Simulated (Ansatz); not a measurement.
**Ir: LAPW beside PAW**

The same cell of Ir is computed with LAPW, all electrons, frozen-core PAW and datasets made for this crystal, to set the results side by side.

This is Ir in the bcc structure; at room conditions it is fcc.

Method: DFT PBE, scalar-relativistic, in Ansatz 0.2.0.

1 further run of the same task is left out (set aside as unsound or not needed).

### Step 1. Starting point

Symmetry: Im-3m, No. 229, cubic system. Conventional cell: a = 3.111 Å, b = 3.111 Å, c = 3.111 Å, α = 90.00°, β = 90.00°, γ = 90.00°. Ir (site symmetry m-3m) is surrounded by 8 Ir at 2.69 Å.

As a file:

```
CELL_PARAMETERS angstrom
-1.55553 1.55553 1.55553
1.55553 -1.55553 1.55553
1.55553 1.55553 -1.55553
ATOMIC_POSITIONS crystal
Ir 0.00000 0.00000 0.00000
```

The structure (bcc type) was typed from a prototype and relaxed by PAW; whether it is the ground state wasn't tested.

### Step 2. LAPW, all electrons

Input file input.yaml:

```yaml
crystal:
  lattice:
    - [-1.5555274233, 1.5555274233, 1.5555274233]
    - [1.5555274233, -1.5555274233, 1.5555274233]
    - [1.5555274233, 1.5555274233, -1.5555274233]
  atoms:
    - { symbol: Ir, position: [0.0, 0.0, 0.0] }
kpoints:
  mp_grid: { grid: [19, 19, 19] }
  band_path:
    path:
      - [0.0, 0.0, 0.0]
      - [0.5, -0.5, 0.5]
      - [0.0, 0.0, 0.5]
      - [0.0, 0.0, 0.0]
      - [0.25, 0.25, 0.25]
      - [0.5, -0.5, 0.5]
      - [0.25, 0.25, 0.25]
      - [0.0, 0.0, 0.5]
    npoints: 8
scf:
  occupations: { method: fermi_dirac, width: 0.08 }
hamiltonian:
  xc: pbe
  pseudopotentials: { kind: all_electron, lapw: { basis_error: 0.001 } }
output:
  forces: true
  stress: true
  eigenvalues: true
  populations: true
  dos: { projected: true, de: 0.2, e_range: [-14, 8] }
```

What it wrote:

```text
Ir: projections on atomic orbitals take those of the free atom 1s2 2s2 2p6 3s2 3p6 3d10 4s2 4p6 4d10 4f14 5s2 5p6 5d7 6s2, of charge +0.00 (hamiltonian.pseudopotentials.projection_atoms)
LAPW: plane waves up to 8.697 Å⁻¹, error target 1.0e-3 eV per atom; small_component_spin mean_spin; Ir in spheres of 1.347 Å, 41 of its electrons in bands, Dirac shells []
Engine: ansatz 0.2.0
Pseudopotentials: kind: all_electron
Pseudopotential: Ir, LAPW, valence charge 41, Koelling and Harmon's equation, gaussian nucleus
Functional definition: PBE
  parameter kappa = 0.804
  parameter beta = 0.06672455060314922
  exchange = pbe_x(kappa = kappa, mu = beta*pi^2/3)
  correlation = pbe_c(beta = beta)
Crystal: 1 atoms, lattice volume = 15.055 Å³
Basis set: ecut = 288.1906363336688 eV, 177 PW (Γ), exchange–correlation at level 2
Bands: 25, of which v1, the nominal top of the filled ones, is band 21 counted from 1 (20 counted from 0)
Symmetry: 48 space group operations
Space group: Im-3m (ITA 229), of the structure as read, at distance tolerance 2.5e-5 Å
k-points: 220 of 6859
Non-local potential: Ir, projectors of the file, none
Initial density: superposition of atomic densities (chi_scale 0.1, normalization cell)
Initial wavefunctions: plane waves of lowest kinetic energy (no species holds an atomic orbital)
Functional: x = pbe(κ = 0.804, μ = 0.2195149727645171), c = pbe(β = 0.06672455060314922)
iter 1 solved again at ethr=4.25e-5 eV; its pass at ethr=1.00e-1 eV (dr2=1.74e-2 eV) is discarded
SCF iter   1: F=—  HF=-485025.398028 eV  |F-HF|=—  |Δ(HF+E_count)|=         —  Δρ=1.49e-2  dr2=1.76e-2  ethr=4.25e-5  ⟨swp⟩=3.2  Hψ=35702  notcnv=0
preconditioner: auto → Kerker (q_TF=auto, 3.224 Å⁻¹)  [metal: Δε(μ)=0.008 eV  Ē_g=13.258 eV  σ=0.080 eV  W_gap=0.03  n_scr=12 (ndim 8)  ℏωp=28.7 eV  f_vac=0.000  D(μ)=2.60/eV (n_scr^D=42)]
SCF iter   2: F=—  HF=-485025.365204 eV  |F-HF|=—  |Δ(HF+E_count)|=   3.28e-2  Δρ=5.72e-3  dr2=3.06e-3  ethr=4.25e-5  ⟨swp⟩=2.0  Hψ=15980  notcnv=0
SCF iter   3: F=—  HF=-485025.364847 eV  |F-HF|=—  |Δ(HF+E_count)|=         —  Δρ=4.49e-3  dr2=2.15e-3  ethr=7.46e-6  ⟨swp⟩=2.0  Hψ=15928  notcnv=0
the basis was enlarged: its passes take 104.1 KiB over the memory plan, 1 of 1 planned eigensolver slots
SCF iter   4: F=—  HF=-485025.365148 eV  |F-HF|=—  |Δ(HF+E_count)|=   3.00e-4  Δρ=2.16e-3  dr2=6.47e-4  ethr=5.26e-6  ⟨swp⟩=2.0  Hψ=15930  notcnv=0
SCF iter   5: F=—  HF=-485025.365256 eV  |F-HF|=—  |Δ(HF+E_count)|=   1.09e-4  Δρ=8.56e-4  dr2=1.18e-4  ethr=1.58e-6  ⟨swp⟩=2.0  Hψ=15930  notcnv=0
iter 6 solved again at ethr=5.13e-9 eV; its pass at ethr=2.89e-7 eV (dr2=2.10e-6 eV) is discarded
SCF iter   6: F=—  HF=-485025.365275 eV  |F-HF|=—  |Δ(HF+E_count)|=   1.91e-5  Δρ=1.70e-4  dr2=2.10e-6  ethr=5.13e-9  ⟨swp⟩=2.0  Hψ=27167  notcnv=0
SCF iter   7: F=-485025.365276 eV  HF=-485025.365276 eV  |F-HF|=1.50e-8  |Δ(HF+E_count)|=   7.60e-7  Δρ=2.44e-5  dr2=3.83e-8  ethr=5.12e-9  ⟨swp⟩=2.0  Hψ=15933  notcnv=0
SCF 1 converged in 7 iterations: F = -485025.365276 eV  dr2 = 3.83e-8
NSCF: frozen V_eff on 57 k-points
SCF converged after 7 iterations
Free energy (F): -485025.365276 eV
Harris-Foulkes:  -485025.365276 eV  (|F-HF|=1.50e-8)
Internal energy: -485025.313172 eV  (E = F + TS)
E sigma→0 (E₀):  -485025.339224 eV
Entropy (-TS):   -0.052105 eV (-52.105 meV/atom)
Fermi energy:    29.442706 eV
--- Per-component energies (eV) ---
  E_band       = -2944.656459
  E_kinetic    = 548824.266947
  E_xc         = -9474.873146
  E_electrostatic = -1024374.706973  (all electrons and nuclei)
  E_smearing   = -0.052105  (= −TS)
  E_closure    = 0.000000  (closes the sum)
  E_atoms      = -485016.743210  (free atoms, spherical and without spin; not in F)
  Σ components = -485025.365276   (vs F -485025.365276, Δ=0.00e0)
  Basis errors (estimates in eV, not in F): energy 2.8e-4 per atom: plane waves 2.4e-4 (1.2e-4 summed), levels above the bands 4.9e-101, relativity 8.2e-8, radial functions 4.0e-5, core shells 5.0e-7; eigenvalues (radial functions only) 4.8e-6; not estimated: angular momenta, meshes, grids; target (lapw.basis_error) 1.0e-3; muffin-tin radii Ir 1.347 Å
--- Forces (eV/Å), atoms counted from 1 ---
  atom   1  Ir    -0.00000000     0.00000000    -0.00000000
  max |Σ_I F_I| component: 1.45e-30 eV/Å
--- Stress (GPa, compression-positive) ---
       -0.070243      -0.000000      -0.000000
       -0.000000      -0.070243       0.000000
       -0.000000       0.000000      -0.070243
  P = ⅓ Tr σ = -0.0702 GPa (-0.702 kbar)
--- Band table (eV; the first three rows and the last of 220) ---
  k-point 0: bands = ["-255.4940", "-255.4940", "-255.4940", "-255.4622", "-255.4622", "-62.8324", "-27.1727", "-27.1607", "-27.1607", "-27.1607", "-27.1366", "-27.1366", "-27.1366", "-19.3841", "-19.3841", "-19.3841", "19.2180", "26.0517", "26.0517", "26.0517", "28.9514", "28.9514", "45.6767", "45.6767", "45.6767"]
  k-point 1: bands = ["-255.4940", "-255.4940", "-255.4940", "-255.4622", "-255.4622", "-62.8309", "-27.1729", "-27.1607", "-27.1606", "-27.1606", "-27.1368", "-27.1367", "-27.1367", "-19.4023", "-19.3903", "-19.3841", "19.3412", "25.9957", "26.0486", "26.1581", "28.8731", "28.9548", "45.7521", "45.8499", "45.8678"]
  k-point 2: bands = ["-255.4940", "-255.4940", "-255.4940", "-255.4622", "-255.4622", "-62.8267", "-27.1735", "-27.1605", "-27.1603", "-27.1602", "-27.1371", "-27.1368", "-27.1367", "-19.4548", "-19.4081", "-19.3839", "19.7006", "25.8374", "26.0294", "26.4733", "28.6851", "28.9670", "45.9173", "46.2513", "46.4288"]
  k-point 219: bands = ["-255.4940", "-255.4940", "-255.4940", "-255.4622", "-255.4622", "-62.7359", "-27.1875", "-27.1540", "-27.1540", "-27.1540", "-27.1409", "-27.1409", "-27.1409", "-19.8582", "-19.8554", "-19.8554", "22.8192", "22.8332", "30.7783", "30.7783", "30.8793", "36.8420", "37.3793", "37.3793", "43.9281"]
--- Löwdin populations: 1 site ---
  site symbol       q [e]
     0     Ir     76.8187
  spilling = 0.002355 (of n_electrons = 77.000000)
```

It took 8.4 s on 1 thread, shared host.

In short: pressure -0.07 GPa; no gap.

At the corners of the path (eV, zero at the Fermi level):

```
point  band 18  band 19  band 20  band 21  band 22  band 23  band 24
    Γ    -3.39    -3.39    -3.39    -0.49    -0.49    16.23    16.23
    H    -6.65     1.48     1.48     1.48     7.72     7.72     7.72
    N    -5.13    -0.67    -0.03    -0.01     2.15     7.64    12.65
    Γ    -3.39    -3.39    -3.39    -0.49    -0.49    16.23    16.23
    P    -4.45    -4.45     0.06     0.06     5.26    10.18    10.18
    H    -6.65     1.48     1.48     1.48     7.72     7.72     7.72
    P    -4.45    -4.45     0.06     0.06     5.26    10.18    10.18
    N    -5.13    -0.67    -0.03    -0.01     2.15     7.64    12.65
```

States per cell in windows of 1 eV (zero at the Fermi level; grid of 0.20 eV, so sharp peaks spill over the borders):

```
from  to  total  Ir 5d  Ir 6s
 -10  -9   0.05   0.00   0.05
  -9  -8   0.10   0.00   0.09
  -8  -7   0.20   0.04   0.16
  -7  -6   0.81   0.54   0.27
  -6  -5   1.01   0.87   0.13
  -5  -4   1.66   1.61   0.02
  -4  -3   1.51   1.35   0.11
  -3  -2   0.58   0.48   0.05
  -2  -1   1.04   0.97   0.03
  -1   0   1.71   1.67   0.02
   0   1   1.49   1.38   0.07
   1   2   0.59   0.50   0.07
   2   3   0.28   0.16   0.08
   3   4   0.26   0.10   0.08
   4   5   0.24   0.07   0.08
```

### Step 3. Frozen-core PAW

Edit input.yaml of step 2 so:

```diff
@@ -24,3 +24,3 @@
   xc: pbe
-  pseudopotentials: { kind: all_electron, lapw: { basis_error: 0.001 } }
+  pseudopotentials: { kind: paw }
 output:
@@ -29,3 +29,5 @@
   eigenvalues: true
+  efg: { contact_densities: true }
   populations: true
+  bader: true
   dos: { projected: true, de: 0.2, e_range: [-14, 8] }
```

What it wrote (excerpt; [...] marks lines left out):

```text
Ir: output.efg is read without spin–orbit coupling, which moves field gradients at and beside such atoms by some per cent and up to a factor of two; PAW files take it under magnetization.noncollinear and magnetization.spin_orbit
[...]
Pseudopotentials: kind: paw
Pseudopotential: Ir, paw, valence charge 17, recommended cutoff 420 eV (normal)
[... 1 set-up line as earlier in the session ...]
[...]
Crystal: 1 atoms, lattice volume = 15.055 Å³
Basis set: ecut = 420 eV, 321 PW (Γ), exchange–correlation on 40×40×40 points (8 copies of the dense FFT grid, shifted against one another)
Bands: 13, of which v1, the nominal top of the filled ones, is band 9 counted from 1 (8 counted from 0)
[... 2 set-up lines as earlier in the session ...]
k-points: 220 of 6859
[...]
--- Stress (GPa, compression-positive) ---
        0.001343       0.000000      -0.000000
       -0.000000       0.001343      -0.000000
        0.000000      -0.000000       0.001343
  P = ⅓ Tr σ = 0.0013 GPa (0.013 kbar)
--- PAW observables at the nuclei: V_zz in 10²¹ V/m², potentials from the cell's mean, atoms counted from 1 ---
  atom   1  Ir V_zz =    +0.000000   η = 0.0000   by run symmetry: forbidden
            electrostatic potential = -15796.296502 V   contact ρ = 11166073.771515 e/Å³
--- Band table (eV; the first three rows and the last of 220) ---
  k-point 0: bands = ["-68.6212", "-25.1796", "-25.1796", "-25.1796", "13.4123", "20.2483", "20.2483", "20.2483", "23.1499", "23.1499", "39.8793", "39.8793", "39.8793"]
[...]
--- Löwdin populations: 1 site ---
  site symbol       q [e]
     0     Ir     16.8129
  spilling = 0.011005 (of n_electrons = 17.000000)
--- Bader charges: 1 site ---
  site symbol  charge [e]  shift [e]
     0     Ir      0.0000     0.0000
  estimated error of the sums over rays = 3.8e-7 e
```

Run time: 6.8 s. Hardware: 1 thread, shared host.

Read from it: pressure 0.00 GPa; no gap.

### Step 4. Datasets made for this crystal

Edit input.yaml of step 3 so:

```diff
@@ -24,3 +24,3 @@
   xc: pbe
-  pseudopotentials: { kind: paw }
+  pseudopotentials: { kind: all_electron, datasets: crystal }
 output:
@@ -30,4 +30 @@
   efg: { contact_densities: true }
-  populations: true
-  bader: true
-  dos: { projected: true, de: 0.2, e_range: [-14, 8] }
```

What it wrote (excerpt; [...] marks lines left out):

```text
[...]
Ir: output.efg is read without spin–orbit coupling, which moves field gradients at and beside such atoms by some per cent and up to a factor of two; PAW files take it under magnetization.noncollinear and magnetization.spin_orbit
[...]
[... 1 set-up line as earlier in the session ...]
Pseudopotential: Ir, paw, valence charge 17, recommended cutoff 300 eV (normal), Koelling and Harmon's equation, gaussian nucleus
[... 1 set-up line as earlier in the session ...]
[...]
Crystal: 1 atoms, lattice volume = 15.055 Å³
Basis set: ecut = 300 eV, 177 PW (Γ), exchange–correlation on 32×32×32 points (8 copies of the dense FFT grid, shifted against one another)
Bands: 13, of which v1, the nominal top of the filled ones, is band 9 counted from 1 (8 counted from 0)
[... 2 set-up lines as earlier in the session ...]
k-points: 220 of 6859
[...]
In the spheres:  the bands' charges fall short by 2.2e-7 e at most (sound up to 1e-3)
Fermi energy:    29.442516 eV
[...]
  The terms above E_closure are by the made datasets' own strengths, without shells solved beside the bands.
--- Forces (eV/Å), atoms counted from 1 ---
  atom   1  Ir    -0.00000000     0.00000000     0.00000000
[...]
--- Stress (GPa, compression-positive) ---
       -0.070356      -0.000000      -0.000000
       -0.000000      -0.070356       0.000000
       -0.000000      -0.000000      -0.070356
  P = ⅓ Tr σ = -0.0704 GPa (-0.704 kbar)
--- PAW observables at the nuclei: V_zz in 10²¹ V/m², potentials from the cell's mean, atoms counted from 1 ---
  atom   1  Ir V_zz =    -0.000000   η = 0.0000   by run symmetry: forbidden
            electrostatic potential = -15796.220115 V   contact ρ = 11159890.883341 e/Å³
--- Band table (eV; the first three rows and the last of 220) ---
  k-point 0: bands = ["-62.8326", "-19.3843", "-19.3843", "-19.3843", "19.2179", "26.0517", "26.0517", "26.0517", "28.9512", "28.9512", "45.6766"]
[...]
```

Wall time 5 s (1 thread, shared host).

In short: pressure -0.07 GPa; no gap.

```
atom  contact density (e/Å³)
  Ir            1.115989e+07
```

### Step 5. Comparison

| method | pressure (GPa) | SCF cycles, all passes |
| --- | --- | --- |
| LAPW | -0.07 | 7 |
| PAW | 0.00 | 6 |
| crystal datasets | -0.07 | 7 |

### Step 6. Results

| quantity | value |
| --- | --- |
| pressure | LAPW -0.07, PAW 0.00, crystal datasets -0.07 GPa |
| gap (LAPW) | none |

**Reading.** The pressure is within half a GPa of zero, so the volume is close to equilibrium at this level. The count of 41 electrons in bands leaves a band partly filled, so there is no gap. Within 0.3 eV of the Fermi level the largest projected share is Ir 5d (98 %). The projection holds only the free atom's occupied shells (Ir 6s, Ir 5d in this range). PAW lies +0.07 GPa from LAPW in pressure. Spin-orbit coupling is left out, though the cell holds Ir; in elements this heavy it can shift bands and gaps by tenths of an eV.
